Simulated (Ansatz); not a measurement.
# SiS2: band gap under strain, part 2 of 2

Ansatz 0.2.0, plane waves, PAW. Earlier steps stand in the parts before.

### 6 -5.5 % strain along z alone: r2SCAN

Input file input.yaml:

```yaml
crystal:
  lattice:
    - [-2.7433908125, 4.8180676592, 2.6108649309]
    - [2.7433908125, -4.8180676592, 2.6108649309]
    - [2.7433908125, 4.8180676592, -2.6108649309]
  atoms:
    - { symbol: Si, position: [0.75, 0.75, 0.0] }
    - { symbol: Si, position: [0.25, 0.25, 0.0] }
    - { symbol: S, position: [0.1206809273, 0.2168550175, 0.3375359448] }
    - { symbol: S, position: [0.8793190727, 0.7831449825, 0.6624640552] }
    - { symbol: S, position: [0.6206809273, 0.2831449825, 0.9038259097] }
    - { symbol: S, position: [0.3793190727, 0.7168550175, 0.0961740903] }
kpoints:
  mp_grid: { grid: [6, 6, 6] }
  band_path:
    path:
      - [0.0, 0.0, 0.0]
      - [0.5, -0.5, 0.5]
      - [0.3310530906, -0.3310530906, 0.6689469094]
      - [-0.3310530906, 0.3310530906, 0.3310530906]
      - [0.3321356756, 0.3321356756, -0.3321356756]
      - [0.6678643244, -0.3321356756, 0.3321356756]
      - [0.0, 0.5, 0.0]
      - [0.25, 0.25, 0.25]
      - [0.5, 0.0, 0.0]
      - [0.286458, -0.286458, -0.286458]
      - [0.401042, 0.401042, -0.401042]
    npoints: 1
hamiltonian:
  xc: r2scan
scf:
  occupations: { method: fixed }
  n_extra_bands: 5
output:
  forces: true
  stress: true
  eigenvalues: true
```

Started as:

```
> ansatz run input.yaml --threads 4 --pin off --max-ram 5529MiB --backend cpu --events-out ev --progress --plain --runs-dir out
```

The log of the run, shortened:

```text
Warning: RAYON_NUM_THREADS=4 ignored (pool sized by the plan → 4); use --threads N
scf.n_extra_bands = 5 over 16 filled bands (N_el = 32.0): the run solves 21 bands
[...]
Pseudopotentials: kind: paw
Pseudopotential: Si, paw, valence charge 4, recommended cutoff 500 eV (meta_gga), Si.paw.azcp
Pseudopotential: S, paw, valence charge 6, recommended cutoff 500 eV (meta_gga), S.paw.azcp
Functional definition: r2SCAN
[...]
Crystal: 6 atoms, lattice volume = 138.040 Å³
Basis set: ecut = 500 eV, 3503 PW (Γ), exchange–correlation on 180×180×180 points (64 copies of the dense FFT grid, shifted against one another)
Bands: 21, of which v1, the nominal top of the filled ones, is band 16 counted from 1 (15 counted from 0)
Symmetry: 8 space group operations
Space group: Ibam (ITA 72), of the structure as read, at distance tolerance 5.2e-5 Å
k-points: 46 of 216
[...]
NSCF: frozen V_eff on 11 k-points
SCF converged after 7 iterations
Free energy (F): -4905.698238 eV
[...]
E sigma→0 (E₀):  -4905.698238 eV
Fermi energy:    3.313806 eV
[...]
--- Forces (eV/Å), atoms counted from 1 ---
  atom   1  Si     0.00000000    -0.00000000    -0.00000000
  atom   2  Si    -0.00000000     0.00000000     0.00000000
  atom   3  S     -0.04656080    -0.04497908    -0.00000000
  atom   4  S      0.04656080     0.04497908     0.00000000
  atom   5  S      0.04656080    -0.04497908    -0.00000000
  atom   6  S     -0.04656080     0.04497908     0.00000000
[...]
--- Stress (GPa, compression-positive) ---
        0.622676      -0.000000      -0.000000
       -0.000000       1.016494       0.000000
       -0.000000       0.000000       8.396934
  P = ⅓ Tr σ = 3.3454 GPa (33.454 kbar)
--- Band table (eV; the first three rows and the last of 46) ---
  k-point 0: bands = ["-12.3499", "-9.8407", "-9.3822", "-9.2455", "-4.2185", "-3.2822", "-1.9874", "-0.8166", "-0.5666", "0.0666", "0.2012", "0.9325", "2.0183", "2.3818", "2.5045", "2.7737", "6.9238", "7.7756", "8.4121", "9.1565", "9.2213"]
[...]
```

Run time: 3 s. Hardware: 4 threads of Intel Xeon 6975P-C (Granite Rapids), shared host; peak memory 0.9 GiB.

The r2SCAN gap is 3.00 eV and indirect ((0.29, -0.29, -0.29) to (0.40, 0.40, -0.40)), with 3.39 eV as the least direct one.

Stress along x, y, z: 0.62, 1.02, 8.40 GPa (compression positive).

### 7 -5.5 % strain along z alone: HSE06

input.yaml, as its differences from that of step 6:

```diff
@@ -13,3 +13,3 @@
 kpoints:
-  mp_grid: { grid: [6, 6, 6] }
+  mp_grid: { grid: [4, 4, 4] }
   band_path:
@@ -29,3 +29,3 @@
 hamiltonian:
-  xc: r2scan
+  xc: hse06
 scf:
```

Started as:

```
> ansatz run input.yaml --threads 4 --pin off --max-ram 5529MiB --backend cpu --events-out ev --progress --plain --runs-dir out
```

The log of the run, shortened:

```text
Warning: output.stress: scf.convergence.dr2_threshold = 1e-7 eV (the SCF's general default) is looser than the 6e-10 eV advised for a printed stress (1e-10 eV for each atom of the cell: 6). What an SCF threshold leaves in a stress goes as its square root, and in the free energy as the [...]
Warning: output.stress: scf.exx.energy_threshold = 1e-6 eV is looser than the 6e-8 eV advised for a stress under a hybrid functional (1e-8 eV for each atom of the cell: 6). Every SCF of the exchange loop can meet its threshold on dr2 while the loop round them stops early: no threshold on [...]
Warning: RAYON_NUM_THREADS=4 ignored (pool sized by the plan → 4); use --threads N
scf.n_extra_bands = 5 over 16 filled bands (N_el = 32.0): the run solves 21 bands
[...]
[... 4 set-up lines as earlier in the session ...]
[...]
davidson cushion auto → on  (no smearing: the cushion is to keep the highest requested band from converging to the state above it; pin scf.eigensolver.cushion to override)
[...]
NSCF: frozen V_eff on 11 k-points
hybrid SCF converged: 2 outer / 11 inner (+2 warm-up), last move |dexx| = 1.84e-7 eV, tail = 3.77e-9 eV
Stability not checked: this state was not tested for a lower state beside it, because the functional holds exact exchange (a hybrid, or Hartree-Fock), whose exchange loop this test does not read (fock_operator; see scf.lower_state_search)
Free energy (F): -4886.847603 eV
Frozen-core exchange: fock
[...]
E sigma→0 (E₀):  -4886.847603 eV
Fermi energy:    2.876534 eV
[...]
--- Forces (eV/Å), atoms counted from 1 ---
  atom   1  Si     0.00000000    -0.00000000    -0.00000000
  atom   2  Si    -0.00000000     0.00000000     0.00000000
  atom   3  S     -0.16019622    -0.15354861     0.00000000
  atom   4  S      0.16019622     0.15354861    -0.00000000
  atom   5  S      0.16019622    -0.15354861    -0.00000000
  atom   6  S     -0.16019622     0.15354861     0.00000000
[...]
--- Stress (GPa, compression-positive) ---
        0.679565      -0.000000      -0.000000
       -0.000000       1.117684       0.000000
       -0.000000       0.000000       8.667318
  P = ⅓ Tr σ = 3.4882 GPa (34.882 kbar)
--- Band table (eV; the first three rows and the last of 18) ---
  k-point 0: bands = ["-13.4944", "-10.8664", "-10.4186", "-10.2764", "-5.0120", "-4.0325", "-2.5881", "-1.3508", "-1.0909", "-0.5188", "-0.3627", "0.3609", "1.6404", "1.9565", "2.0899", "2.3042", "7.1348", "8.0903", "8.5194", "9.5000", "9.5066"]
[...]
```

Run time: 41 s. Hardware: 4 threads of Intel Xeon 6975P-C (Granite Rapids), shared host; peak memory 2.2 GiB.

HSE06 gives an indirect gap of 3.69 eV, from (0.29, -0.29, -0.29) to (0.40, 0.40, -0.40); the least direct gap is 4.11 eV.

### 8 +5.9 % equal strain in all directions: PBE

The symmetry is Ibam (No. 72, orthorhombic); conventional cell a = 5.811 Å, b = 10.206 Å, c = 5.850 Å, 28.91 Å³ an atom. Around Si lie 4 S at 2.16 Å; around S lie 2 Si at 2.16 Å.

Input file input.yaml:

```yaml
crystal:
  lattice:
    - [-2.9055252095, 5.1028154578, 2.9248646587]
    - [2.9055252095, -5.1028154578, 2.9248646587]
    - [2.9055252095, 5.1028154578, -2.9248646587]
  atoms:
    - { symbol: Si, position: [0.75, 0.75, 0.0] }
    - { symbol: Si, position: [0.25, 0.25, 0.0] }
    - { symbol: S, position: [0.1097599752, 0.1946947022, 0.3044546775] }
    - { symbol: S, position: [0.8902400248, 0.8053052978, 0.6955453225] }
    - { symbol: S, position: [0.6097599752, 0.3053052978, 0.915065273] }
    - { symbol: S, position: [0.3902400248, 0.6946947022, 0.084934727] }
kpoints:
  mp_grid: { grid: [6, 6, 6] }
  band_path:
    path:
      - [0.0, 0.0, 0.0]
      - [0.5, -0.5, 0.5]
      - [0.3310530906, -0.3310530906, 0.6689469094]
      - [-0.3310530906, 0.3310530906, 0.3310530906]
      - [0.3321356756, 0.3321356756, -0.3321356756]
      - [0.6678643244, -0.3321356756, 0.3321356756]
      - [0.0, 0.5, 0.0]
      - [0.25, 0.25, 0.25]
      - [0.5, 0.0, 0.0]
      - [0.260417, -0.260417, -0.270833]
      - [0.375, 0.385417, -0.385417]
    npoints: 1
hamiltonian:
  xc: pbe
scf:
  occupations: { method: fermi_dirac, width: 0.02 }
  n_extra_bands: 5
output:
  forces: true
  stress: true
  eigenvalues: true
```

Started as:

```
> ansatz run input.yaml --threads 4 --pin off --max-ram 5529MiB --backend cpu --events-out ev --progress --plain --runs-dir out
```

The log of the run, shortened:

```text
Warning: RAYON_NUM_THREADS=4 ignored (pool sized by the plan → 4); use --threads N
scf.n_extra_bands = 5 over 16 filled bands (N_el = 32.0): the run solves 21 bands
[...]
[... 4 set-up lines as earlier in the session ...]
[...]
Crystal: 6 atoms, lattice volume = 173.460 Å³
Basis set: ecut = 420 eV, 3385 PW (Γ), exchange–correlation on 90×90×90 points (8 copies of the dense FFT grid, shifted against one another)
Bands: 21, of which v1, the nominal top of the filled ones, is band 16 counted from 1 (15 counted from 0)
[... 1 set-up line as earlier in the session ...]
Space group: Ibam (ITA 72), of the structure as read, at distance tolerance 5.6e-5 Å
k-points: 46 of 216
[...]
NSCF: frozen V_eff on 11 k-points
SCF converged after 6 iterations
Free energy (F): -4883.794147 eV
[...]
E sigma→0 (E₀):  -4883.794147 eV
Fermi energy:    3.050407 eV
[...]
--- Forces (eV/Å), atoms counted from 1 ---
  atom   1  Si     0.00000000     0.00000000     0.00000000
  atom   2  Si    -0.00000000     0.00000000     0.00000000
  atom   3  S      0.15218859     0.14694045     0.00000000
  atom   4  S     -0.15218859    -0.14694045     0.00000000
  atom   5  S     -0.15218859     0.14694045     0.00000000
  atom   6  S      0.15218859    -0.14694045     0.00000000
[...]
--- Stress (GPa, compression-positive) ---
        1.088940       0.000000       0.000000
        0.000000       1.020230       0.000000
        0.000000       0.000000      -4.608250
  P = ⅓ Tr σ = -0.8330 GPa (-8.330 kbar)
--- Band table (eV; the first three rows and the last of 46) ---
  k-point 0: bands = ["-12.7115", "-10.9115", "-10.2090", "-10.1479", "-6.1694", "-3.9428", "-2.8445", "-2.2620", "-2.1387", "-0.9623", "-0.9102", "-0.4798", "-0.0688", "0.7797", "0.8031", "1.1935", "4.8913", "5.4702", "5.5085", "6.8069", "7.8277"]
[...]
```

It took 1.8 s on 4 threads of Intel Xeon 6975P-C (Granite Rapids), shared host; peak memory 0.57 GiB.

PBE gives an indirect gap of 2.99 eV, from (0.26, -0.26, -0.27) to (0.38, 0.39, -0.39); the least direct gap is 3.28 eV.

Levels at the named points, in eV from the top of band v (v: the last filled band by count, c: the next):

| point | v−1 | v | c | c+1 |
| --- | --- | --- | --- | --- |
| Γ | -0.73 | -0.34 | 3.36 | 3.94 |
| X | -1.16 | -0.21 | 3.07 | 4.16 |
| F_0 | -0.86 | -0.04 | 3.54 | 3.98 |
| Σ_0 | -0.86 | -0.04 | 3.54 | 3.98 |
| Λ_0 | -0.97 | -0.65 | 3.03 | 3.40 |
| G_0 | -0.97 | -0.65 | 3.03 | 3.40 |

### 9 +5.9 % equal strain in all directions: r2SCAN

input.yaml, as its differences from that of step 8:

```diff
@@ -29,5 +29,5 @@
 hamiltonian:
-  xc: pbe
+  xc: r2scan
 scf:
-  occupations: { method: fermi_dirac, width: 0.02 }
+  occupations: { method: fixed }
   n_extra_bands: 5
```

Started as:

```
> ansatz run input.yaml --threads 4 --pin off --max-ram 5529MiB --backend cpu --events-out ev --progress --plain --runs-dir out
```

The log of the run, shortened:

```text
Warning: RAYON_NUM_THREADS=4 ignored (pool sized by the plan → 4); use --threads N
scf.n_extra_bands = 5 over 16 filled bands (N_el = 32.0): the run solves 21 bands
[...]
[... 4 set-up lines as earlier in the session ...]
[...]
Crystal: 6 atoms, lattice volume = 173.460 Å³
Basis set: ecut = 500 eV, 4403 PW (Γ), exchange–correlation on 192×192×192 points (64 copies of the dense FFT grid, shifted against one another)
Bands: 21, of which v1, the nominal top of the filled ones, is band 16 counted from 1 (15 counted from 0)
[... 2 set-up lines as earlier in the session ...]
k-points: 46 of 216
[...]
NSCF: frozen V_eff on 11 k-points
SCF converged after 7 iterations
Free energy (F): -4905.760707 eV
[...]
E sigma→0 (E₀):  -4905.760707 eV
Fermi energy:    1.251732 eV
[...]
--- Forces (eV/Å), atoms counted from 1 ---
  atom   1  Si     0.00000000     0.00000000     0.00000000
  atom   2  Si     0.00000000     0.00000000     0.00000000
  atom   3  S     -0.03419620    -0.03424340     0.00000000
  atom   4  S      0.03419620     0.03424340     0.00000000
  atom   5  S      0.03419620    -0.03424340     0.00000000
  atom   6  S     -0.03419620     0.03424340     0.00000000
[...]
--- Stress (GPa, compression-positive) ---
       -0.229339       0.000000       0.000000
        0.000000      -0.369761       0.000000
        0.000000       0.000000      -6.689380
  P = ⅓ Tr σ = -2.4295 GPa (-24.295 kbar)
--- Band table (eV; the first three rows and the last of 46) ---
  k-point 0: bands = ["-13.6299", "-11.7630", "-11.0125", "-10.9475", "-6.6640", "-4.3486", "-3.2587", "-2.6726", "-2.5481", "-1.3068", "-1.2507", "-0.8310", "-0.4111", "0.4810", "0.5051", "0.9053", "5.1371", "5.6140", "5.6431", "7.0220", "8.0622"]
[...]
```

It took 4.1 s on 4 threads of Intel Xeon 6975P-C (Granite Rapids), shared host; peak memory 1 GiB.

The r2SCAN gap is 3.39 eV and indirect ((0.26, -0.26, -0.27) to (0.38, 0.39, -0.39)), with 3.70 eV as the least direct one.

Stress along x, y, z: -0.23, -0.37, -6.69 GPa (compression positive).

### 10 +5.9 % equal strain in all directions: HSE06

input.yaml, as its differences from that of step 9:

```diff
@@ -13,3 +13,3 @@
 kpoints:
-  mp_grid: { grid: [6, 6, 6] }
+  mp_grid: { grid: [4, 4, 4] }
   band_path:
@@ -29,3 +29,3 @@
 hamiltonian:
-  xc: r2scan
+  xc: hse06
 scf:
```

Started as:

```
> ansatz run input.yaml --threads 4 --pin off --max-ram 5529MiB --backend cpu --events-out ev --progress --plain --runs-dir out
```

The log of the run, shortened:

```text
Warning: output.stress: scf.convergence.dr2_threshold = 1e-7 eV (the SCF's general default) is looser than the 6e-10 eV advised for a printed stress (1e-10 eV for each atom of the cell: 6). What an SCF threshold leaves in a stress goes as its square root, and in the free energy as the [...]
Warning: output.stress: scf.exx.energy_threshold = 1e-6 eV is looser than the 6e-8 eV advised for a stress under a hybrid functional (1e-8 eV for each atom of the cell: 6). Every SCF of the exchange loop can meet its threshold on dr2 while the loop round them stops early: no threshold on [...]
Warning: RAYON_NUM_THREADS=4 ignored (pool sized by the plan → 4); use --threads N
scf.n_extra_bands = 5 over 16 filled bands (N_el = 32.0): the run solves 21 bands
[...]
[... 4 set-up lines as earlier in the session ...]
[...]
davidson cushion auto → on  (no smearing: the cushion is to keep the highest requested band from converging to the state above it; pin scf.eigensolver.cushion to override)
[...]
hybrid SCF converged: 2 outer / 11 inner (+3 warm-up), last move |dexx| = 2.23e-7 eV, tail = 2.61e-9 eV
Stability not checked: this state was not tested for a lower state beside it, because the functional holds exact exchange (a hybrid, or Hartree-Fock), whose exchange loop this test does not read (fock_operator; see scf.lower_state_search)
Free energy (F): -4887.037213 eV
Frozen-core exchange: fock
[...]
E sigma→0 (E₀):  -4887.037213 eV
Fermi energy:    0.808368 eV
[...]
--- Forces (eV/Å), atoms counted from 1 ---
  atom   1  Si     0.00000000     0.00000000     0.00000000
  atom   2  Si     0.00000000     0.00000000     0.00000000
  atom   3  S     -0.14770477    -0.14731344     0.00000000
  atom   4  S      0.14770477     0.14731344    -0.00000000
  atom   5  S      0.14770477    -0.14731344     0.00000000
  atom   6  S     -0.14770477     0.14731344     0.00000000
[...]
--- Stress (GPa, compression-positive) ---
       -0.240884       0.000000       0.000000
        0.000000      -0.285988       0.000000
        0.000000       0.000000      -6.729722
  P = ⅓ Tr σ = -2.4189 GPa (-24.189 kbar)
--- Band table (eV; the first three rows and the last of 18) ---
  k-point 0: bands = ["-14.7434", "-12.7817", "-12.0325", "-11.9648", "-7.4407", "-5.0783", "-3.8606", "-3.1412", "-3.0152", "-1.8629", "-1.8136", "-1.2028", "-0.9411", "0.0532", "0.0826", "0.4421", "5.3151", "5.8457", "6.0033", "7.3120", "8.3162"]
[...]
```

Run time: 57 s. Hardware: 4 threads of Intel Xeon 6975P-C (Granite Rapids), shared host; peak memory 2.9 GiB.

The HSE06 gap is 4.13 eV and indirect ((0.26, -0.26, -0.27) to (0.38, 0.39, -0.39)), with 4.47 eV as the least direct one.

### 11 Results

This closing draws on all 2 parts. Changes of volume or cell count from the first structure of part 1.

Least gap in eV (negative: overlap), with the change from the unstrained cell in brackets:

| state | volume change (%) | PBE | r2SCAN | HSE06 |
| --- | --- | --- | --- | --- |
| no strain | +0.0 | 2.73 | 3.12 | 3.83 |
| -5.5 % strain along z alone | -5.5 | 2.61 (-0.12) | 3.00 (-0.12) | 3.69 (-0.14) |
| +5.9 % equal strain in all directions | +18.8 | 2.99 (+0.26) | 3.39 (+0.27) | 4.13 (+0.30) |

**Reading.** The largest move of the HSE06 gap in the table is +0.298 eV, under +5.9 % equal strain in all directions. PBE and HSE06 differ by 1.10 eV on the unstrained gap, and by at most 0.03 eV on its change: the two disagree on the size of the gap but agree on its response to strain.
